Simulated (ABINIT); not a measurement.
Ge:

```
CELL_PARAMETERS angstrom
-1.60842 1.60842 1.87318
1.60842 -1.60842 1.87318
1.60842 1.60842 -1.87318
ATOMIC_POSITIONS crystal
Ge 0.50000 0.50000 0.00000
```

The cell was built by a generator and needn't be a form met in nature.

Base run:

| Quantity | Value |
| --- | --- |
| Program | ABINIT 10.8.3 (patched build) |
| Functional | SCAN |
| Potentials or basis | JTH PAW PBE v2.0 |
| Cutoff | 707 eV |
| k mesh | 12 × 12 × 12 |
| Occupations | fermi-dirac, width 0.05 eV |
| Spin | no spin polarisation |

Its results: band gap on the k mesh none (metal or under the smearing width); pressure -2.4 GPa.

Q: The run is repeated on the same cell with these changes: functional from SCAN to BLYP. What comes out?

A: Band gap on the k mesh none (metal or under the smearing width); pressure 7.3 GPa.

Caveats: the PAW data sets were made with another functional, which shifts forces and pressure a little.
